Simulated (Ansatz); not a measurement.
# Straining Cr

The calculation used Ansatz, DFT PBE, scalar-relativistic, plane waves, PAW. (420 eV cutoff, 18×18×18 k-mesh, Gaussian smearing of 0.10 eV, no spin polarisation)

Reference structure (relaxed):

```
CELL_PARAMETERS angstrom
2.84783 0.00000 0.00000
0.00000 2.84783 0.00000
0.00000 0.00000 2.84783
ATOMIC_POSITIONS crystal
Cr 0.00000 0.00000 0.00000
Cr 0.50000 0.50000 0.50000
```

Deformation: biaxial strain in the a-b plane, with the length and tilt of c and the atoms relaxed, all within the symmetry that the strain leaves. Energies are extrapolated to zero smearing.

Question: Give the structure at +2.0 %.

Answer:
```
CELL_PARAMETERS angstrom
2.90479 0.00000 0.00000
0.00000 2.90479 0.00000
0.00000 0.00000 2.81677
ATOMIC_POSITIONS crystal
Cr 0.00000 0.00000 0.00000
Cr 0.50000 0.50000 0.50000
```
Space group I4/mmm (139), 15.1 meV/atom over the relaxed crystal.